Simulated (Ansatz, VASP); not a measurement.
**One calculation of SnO, two programs**

The input INCAR:

```
SYSTEM = SnO
PREC = Accurate ; ENCUT = 520
EDIFF = 1E-6 ; ISMEAR = 0
SIGMA = 0.05 ; LREAL = .False.
LASPH = .True. ; NELM = 80
ALGO = Normal ; ISIF = 2
LWAVE = .False. ; LCHARG = .True.
LDIPOL = .True. ; IDIPOL = 3
DIPOL = 0.5 0.5 0.399 ; GGA = PE
IVDW = 12 ; LELF = .True.
LVHAR = .True. ; LVACPOTAV = .True.
NBANDS = 50
```

File KPOINTS:

```
Automatic mesh
0
Gamma
  7 7 1
  0 0 0
```

The input POSCAR:

```
SnO
1.0
    3.8201630918      0.0000000000      0.0000000000
    0.0000000000      3.8201630918      0.0000000000
    0.0000000000      0.0000000000     22.2260821141
Sn O
4 4
Direct
    0.7500000000      0.2500000000      0.2024648328
    0.2500000000      0.7500000000      0.3087832134
    0.3750000000      1.1250000000      0.4887519537
   -0.1250000000      1.6250000000      0.5950703343
    0.2500000000      0.2500000000      0.2556240231
    0.7500000000      0.7500000000      0.2556240231
   -0.1250000000      1.1250000000      0.5419111440
    0.3750000000      1.6250000000      0.5419111440
```

Input for Ansatz:

```yaml
crystal:
  lattice:
    - [3.8201630918, 0.0, 0.0]
    - [0.0, 3.8201630918, 0.0]
    - [0.0, 0.0, 22.2260821141]
  atoms:
    - { symbol: Sn, position: [0.75, 0.25, 0.2024648328] }
    - { symbol: O, position: [0.25, 0.25, 0.2556240231] }
    - { symbol: O, position: [0.75, 0.75, 0.2556240231] }
    - { symbol: Sn, position: [0.25, 0.75, 0.3087832134] }
    - { symbol: Sn, position: [0.375, 1.125, 0.4887519537] }
    - { symbol: O, position: [-0.125, 1.125, 0.541911144] }
    - { symbol: O, position: [0.375, 1.625, 0.541911144] }
    - { symbol: Sn, position: [-0.125, 1.625, 0.5950703343] }
basis:
  ecutwfc: 420
kpoints:
  mp_grid: { grid: [7, 7, 1] }
hamiltonian:
  xc: pbe
  pseudopotentials: { kind: paw, azcp: { folder: soft_1 } }
  dispersion: d3bj
scf:
  occupations: { method: gaussian, width: 0.05 }
output:
  forces: true
  eigenvalues: true
efield:
  axis: 3
  dipole_correction: true
  ramp_width: 0.04
```

Alike in both runs: task single point; functional PBE; dispersion D3(BJ); k mesh 7 × 7 × 1; occupations gaussian, width 0.05 eV; no spin polarisation.

```csv
,VASP,Ansatz
version,VASP 6.6.1,Ansatz 0.2.0
potentials or method,"VASP PAW PBE potentials, release 64 (Sn_d, O)","scalar-relativistic, plane waves, PAW"
plane-wave cutoff (eV),520,420
valence electrons in the cell,80,80
```

Ansatz gave:

| Property | Result |
| --- | --- |
| gap on the k mesh at the Fermi level (eV) | 2.37 |
| least direct gap on the mesh (eV) | 2.57 |
| rms of the force components (eV/Å) | 0.015 |

Estimate VASP's values.

gap on the k mesh at the Fermi level (eV): 2.37; least direct gap on the mesh (eV): 2.52; rms of the force components (eV/Å): 0.042.

Caveats: spin-orbit coupling is left out, which moves the levels of the heavy elements.
